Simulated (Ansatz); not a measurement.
The system is BAs.

```
B As
1.0
     2.93437    0.00000    0.00000
     0.00000    2.93437    0.00000
     0.00000    0.00000    2.93437
B As
1 1
Direct
  0.50000 0.50000 0.50000
  0.00000 0.00000 0.00000
```

The cell was built by a generator and needn't be a form met in nature.

Below is the output of Ansatz 0.2.0 for this cell. Logs are shortened: lines on timing, memory, paths and dates and some standing lists are left out, and cuts for length are marked.

```text
Warning: RAYON_NUM_THREADS=2 ignored (pool sized by the plan → 2); use --threads N
Engine: ansatz 0.2.0, aarch64-unknown-linux-gnu
Pseudopotentials: kind: paw
Pseudopotential: B, paw, valence charge 3, recommended cutoff 420 eV (normal), B.paw.azcp
Pseudopotential: As, paw, valence charge 15, recommended cutoff 420 eV (normal), As.paw.azcp
Functional definition: PBE
  parameter kappa = 0.804
  parameter beta = 0.06672455060314922
  exchange = pbe_x(kappa = kappa, mu = beta*pi^2/3)
  correlation = pbe_c(beta = beta)
Crystal: 2 atoms, lattice volume = 25.266 Å³
Basis set: ecut = 420 eV, 485 PW (Γ), exchange–correlation on 40×40×40 points (8 copies of the dense FFT grid, shifted against one another)
Bands: 13, of which v1, the nominal top of the filled ones, is band 9 counted from 1 (8 counted from 0)
Symmetry: 48 space group operations
Space group: Pm-3m (ITA 221), of the structure as read, at distance tolerance 2.9e-5 Å
k-points: 35 of 729
Non-local potential: B, projectors of the file, l = 0: 2, l = 1: 2, l = 2: 1
Non-local potential: As, projectors of the file, l = 0: 2, l = 1: 2, l = 2: 3, l = 3: 1
PAW form: soft (Blöchl's): semilocal exchange-correlation on the pseudo side does not see the compensation charge
PAW one-centre angular grid: B, 110 points (default); XC on 64 Gauss nodes
PAW one-centre angular grid: As, 590 points (default); XC on 64 Gauss nodes
Initial density: superposition of atomic densities (neutral atoms: chi_scale 0, normalization atom), corrected by the library's trained network
Initial wavefunctions: pseudopotential atomic-orbital guess
Functional: x = pbe(κ = 0.804, μ = 0.2195149727645171), c = pbe(β = 0.06672455060314922)
SCF iter   1: F=—  HF=-5009.019754 eV  |F-HF|=—  |Δ(HF+E_count)|=         —  Δρ=1.81e-3  dr2=8.35e-4  ethr=1.77e-3  ⟨swp⟩=5.0  Hψ=5212  notcnv=0  defer=4
automatic band count: the SCF goes on with 17 bands, as 13 were too few: the levels above may hold too much charge
preconditioner: auto → none  [metal: Δε(μ)=0.073 eV  Ē_g=15.634 eV  σ=0.050 eV  W_gap=0.35  n_scr=6 (ndim 8)  ℏωp=20.9 eV  f_vac=0.000  D(μ)=1.28/eV (n_scr^D=18)  sad-step TF]
SCF iter   2: F=—  HF=-5009.019613 eV  |F-HF|=—  |Δ(HF+E_count)|=   1.41e-4  Δρ=1.17e-3  dr2=3.64e-4  ethr=4.64e-6  ⟨swp⟩=1.7  Hψ=923  notcnv=0  defer=11
SCF iter   3: F=—  HF=-5009.019626 eV  |F-HF|=—  |Δ(HF+E_count)|=   1.30e-5  Δρ=2.66e-4  dr2=2.92e-5  ethr=2.02e-6  ⟨swp⟩=2.4  Hψ=803  notcnv=0  defer=11
SCF iter   4: F=—  HF=-5009.019603 eV  |F-HF|=—  |Δ(HF+E_count)|=   2.33e-5  Δρ=1.16e-4  dr2=4.00e-6  ethr=1.62e-7  ⟨swp⟩=2.0  Hψ=784  notcnv=0  defer=11
[... 90 lines left out ...]
SCF converged after 6 iterations
Free energy (F): -5008.962252 eV
Harris-Foulkes:  -5008.962252 eV  (|F-HF|=9.09e-13)
Internal energy: -5008.952848 eV  (E = F + TS)
E sigma→0 (E₀):  -5008.957550 eV
Entropy (-TS):   -0.009404 eV (-4.702 meV/atom)
Fermi energy:    13.851447 eV
--- Per-component energies (eV) ---
  E_band       = -162.669190
  E_kinetic    = 146.156683
  E_local      = -1475.294306  (includes V_loc(G=0)·N_el)
  E_nonlocal   = -656.004468
  E_hartree    = 854.950883
  E_xc         = -111.040036
  E_vxc        = -117.096394  (∫ρ·V_xc dr)
  E_paw        = -1913.487007  (= ΣΔE_a)
  E_vpaw       = 229.667523  (= ΣTr[D̂ρ^β])
  E_aug_tail   = 0.000007  (compensation charges beyond the density's cutoff)
  E_ewald      = -1854.234603
  E_smearing   = -0.009404  (= −TS)
  E_closure    = 0.000000  (closes the sum)
  Σ components = -5008.962252   (vs F -5008.962252, Δ=0.00e0)
--- Forces (eV/Å), atoms counted from 1 ---
  atom   1  B      0.00000000    -0.00000000    -0.00000000
  atom   2  As    -0.00000000     0.00000000     0.00000000
  max |Σ_I F_I| component: 3.70e-31 eV/Å
--- Stress (GPa, compression-positive) ---
       10.000186       0.000000       0.000000
        0.000000      10.000186       0.000000
        0.000000       0.000000      10.000186
  P = ⅓ Tr σ = 10.0002 GPa (100.002 kbar)
--- Band table (eV; the first three rows and the last of 35) ---
  k-point 0: bands = ["-22.4168", "-22.4168", "-22.3527", "-22.3527", "-22.3527", "-2.5891", "13.0071", "13.0071", "13.0071", "14.4203", "19.5532", "19.5532", "24.1147", "24.1147", "24.1147", "34.1555", "34.1555"]
  k-point 1: bands = ["-22.4165", "-22.4104", "-22.3547", "-22.3547", "-22.3525", "-2.3812", "10.9886", "13.2217", "13.2217", "15.2919", "19.7647", "21.0721", "23.5386", "23.5386", "23.7490", "33.4066", "33.4066"]
  k-point 2: bands = ["-22.4158", "-22.3942", "-22.3597", "-22.3597", "-22.3521", "-1.7645", "8.1851", "13.8599", "13.8599", "16.0088", "20.3965", "21.9872", "22.0246", "22.0246", "25.2030", "30.3946", "33.0071"]
  k-point 34: bands = ["-22.3871", "-22.3870", "-22.3870", "-22.3325", "-22.3325", "6.2972", "9.5102", "10.1834", "10.1834", "11.6168", "12.4060", "12.4060", "13.8937", "34.2036", "34.5235", "34.5235", "41.8564"]
--- Relaxed structure (5 steps of the walk, 5 accepted, 2 SCFs on fresh bases) ---
  F+E_penalty+E_count = -5008.96225174 eV   max|allowed force component| = 2.095e-31 eV/Å   (the final SCF, on the basis selected at the relaxed cell)
  cell:  # Å, volume = 23.3499 Å³
    - [2.858215897016187, 1.925929944387236e-33, 1.0271626370065257e-33]
    - [-1.283953296258157e-34, 2.858215897016187, 5.135813185032629e-34]
    - [1.0271626370065257e-33, 5.135813185032629e-34, 2.858215897016187]
  atoms:
    - { symbol: B, position: [0.5, 0.5, 0.5] }
    - { symbol: As, position: [-3.594812988533779e-48, -6.8368236637036e-37, 1.367364732739321e-36] }
```

Task: Write the input and the command behind it.

Result: Relaxation of cell and atoms with PBE, no spin polarisation. The files as run (others can give the same):

input.yaml
```yaml
crystal:
  lattice:
    - [2.93437, 0.0, 0.0]
    - [0.0, 2.93437, 0.0]
    - [0.0, 0.0, 2.93437]
  atoms:
    - { symbol: B, position: [0.5, 0.5, 0.5] }
    - { symbol: As, position: [0.0, 0.0, 0.0] }
hamiltonian:
  xc: pbe
  pseudopotentials: { kind: paw }
kpoints:
  mp_grid: { grid: [9, 9, 9] }
scf:
  occupations: { method: fermi_dirac, width: 0.05 }
output:
  forces: true
  stress: true
  eigenvalues: true
  write_density: true
  write_potential: true
  elf: true
  volumetric_format: npy
relax:
  f_tol: 0.01
  max_steps: 40
  cell: { stress_tol: 0.05, p_target: 10.0 }
```

Potentials or basis: Ansatz PAW.
Launch:
```bash
$ ansatz run input.yaml --threads 2 --pin off --max-ram 5632MiB --backend cpu --events-out ev --progress --plain --runs-dir out
```

Caveat: the plane-wave basis is chosen anew once the cell has moved, so the energies of steps on either side of that aren't comparable.
